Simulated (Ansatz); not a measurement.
Ru:

```
Ru
1.0
     2.70580    0.00000    0.00000
    -1.35290    2.34329    0.00000
     0.00000    0.00000    4.28190
Ru
2
Direct
  0.66667 0.33333 0.75000
  0.33333 0.66667 0.25000
```

* Program: Ansatz 0.2.0
* Task: single point
* Functional: PBEsol
* Potentials or basis: all-electron LAPW, scalar-relativistic
* Cutoff: 281 eV (chosen from the basis error)
* Basis error allowed: 0.001 eV/atom
* k mesh: 11 × 11 × 6
* Occupations: fermi-dirac, width 0.05 eV
* Spin: no spin polarisation

On this cell: pressure -6.2 GPa; largest force under 0.003 eV/Å; band gap on the k mesh none (metal or under the smearing width).

The same run follows on a disturbed copy (atoms moved at random, drawn with an rms of 0.05 Å):

```
CELL_PARAMETERS angstrom
2.70580 0.00000 0.00000
-1.35290 2.34329 0.00000
0.00000 0.00000 4.28190
ATOMIC_POSITIONS crystal
Ru 0.67236 0.34385 0.74518
Ru 0.32157 0.68043 0.24367
```

Question: What does the disturbed cell give?

Answer: The energy (extrapolated to zero smearing) moves by +4.6 meV/atom; pressure -6.1 GPa; largest force 0.346 eV/Å; band gap on the k mesh none (metal or under the smearing width).

Forces on the atoms (eV/Å):
```
Ru  -0.334  0.050 -0.077
Ru   0.334 -0.050  0.077
```

Stress tensor (GPa, compression positive):
```
-6.22  0.96  0.05
 0.96 -5.86 -0.01
 0.05 -0.01 -6.22
```

The runs don't all hold the same shells in valence.
